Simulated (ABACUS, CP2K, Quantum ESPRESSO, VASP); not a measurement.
FeAl: energy against volume and a worked fit

Symmetry: Pm-3m, No. 221, cubic system. Conventional cell: a = 2.910 Å, b = 2.910 Å, c = 2.910 Å, α = 90.00°, β = 90.00°, γ = 90.00°. Fe (site symmetry m-3m) is surrounded by 8 Al at 2.52 Å. Al (site symmetry m-3m) is surrounded by 8 Fe at 2.52 Å.

The cell was scaled at fixed shape and fractions and run with CP2K, POTENTIAL_UZH Fe GTH-PBE-q16, Al GTH-PBE-q3; TZVP-MOLOPT-PBE-GTH basis; PBE, k mesh 9 × 9 × 9 on the cell of 2 atoms, fermi-dirac occupations of 0.05 eV, collinear spin, ferromagnetic start, no spin-orbit coupling. Energies are those that the program minimises, any entropy of the smearing included. For a metal such a mesh isn't converged to the digits shown. The magnetic state is the one that the start led to, which needn't be the lowest.

```tsv
V (Å³/atom)	energy over the lowest row (meV/atom)
11.5818	4.77
11.8282	0.00
12.0747	0.90
12.3211	?
12.5675	17.39
12.8139	31.95
13.0604	49.97
```

Question: Fit the third-order Birch-Murnaghan form, give V0, B0 and B′, and predict the energy left open.

Answer: With y = (V0/V)^(2/3), E = E0 + (9 V0 B0/16) [(y - 1)³ B′ + (y - 1)² (6 - 4y)]. Least squares through the rows shown give V0 = 11.9084 Å³/atom, E0 = -0.31 meV, B0 = 172.6 GPa (1 eV/Å³ = 160.218 GPa) and B′ = 4.75, with a largest miss of 0.03 meV. At V = 12.3211 the form with these constants gives 6.91 meV; the run gave 6.87 meV an atom. Other set-ups at this level, from all their volumes (Å³/atom, GPa): ABACUS, PseudoDojo NC SR 0.4.1 PBE standard, plane waves: V0 11.863, B0 177; Quantum ESPRESSO, SSSP 1.3 efficiency PBE: V0 11.894, B0 176; VASP, PBE PAW files Al, Fe, 520 eV: V0 11.863, B0 176.2.
